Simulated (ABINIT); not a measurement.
The system is I.

```
I
1.0
     0.00000    2.36560    3.90984
     2.19225    0.00000    3.90984
     2.19225    2.36560    0.00000
I
1
Direct
  0.00000 0.00000 0.00000
```

```yaml
Program: ABINIT 10.8.3 (patched build)
Task: relaxation of cell and atoms
Functional: LDA
Potentials_or_basis: PseudoDojo NC SR LDA v0.4.1 standard
Cutoff: 952 eV
k_mesh: 7 × 7 × 7
Occupations: fermi-dirac, width 0.05 eV
Spin: no spin polarisation
```

At the start: pressure -2.1 GPa; volume 40.55 Å³/atom.

Q: Where does the relaxation end?

A: Over 15 steps the energy falls by 30.0 meV/atom and the volume is 35.49 Å³/atom (-12.5 %); space group Fmmm (No. 69, to 0.05 Å).

Step by step:
```
step  energy change (eV)  largest force (eV/Å)  pressure (GPa)  volume (Å³)
   1              0.0000                0.0000           -2.14        40.55
   2             -0.0039                0.0000           -1.96        40.29
   3             -0.0185                0.0000            0.09        37.97
   4             -0.0191                0.0000           -0.23        38.23
   5             -0.0195                0.0000           -0.31        38.24
   6             -0.0233                0.0000           -0.73        37.86
   7             -0.0268                0.0000           -0.82        36.92
   8             -0.0289                0.0000           -0.47        35.94
   9             -0.0297                0.0000           -0.08        35.57
  10             -0.0298                0.0000            0.02        35.57
  11             -0.0298                0.0000            0.02        35.57
  12             -0.0300                0.0000            0.05        35.49
  13             -0.0300                0.0000            0.02        35.49
  14             -0.0300                0.0000            0.00        35.49
  15             -0.0300                0.0000            0.00        35.49
```

Final structure:
```
I
1.0
     0.00000    2.26859    3.57258
     2.18920    0.00000    3.57258
     2.18920    2.26859    0.00000
I
1
Cartesian
  0.0000 0.0000 0.0000
```

Caveat: an odd number of electrons without spin polarisation forces a metal; a magnetic or distorted state may lie lower.
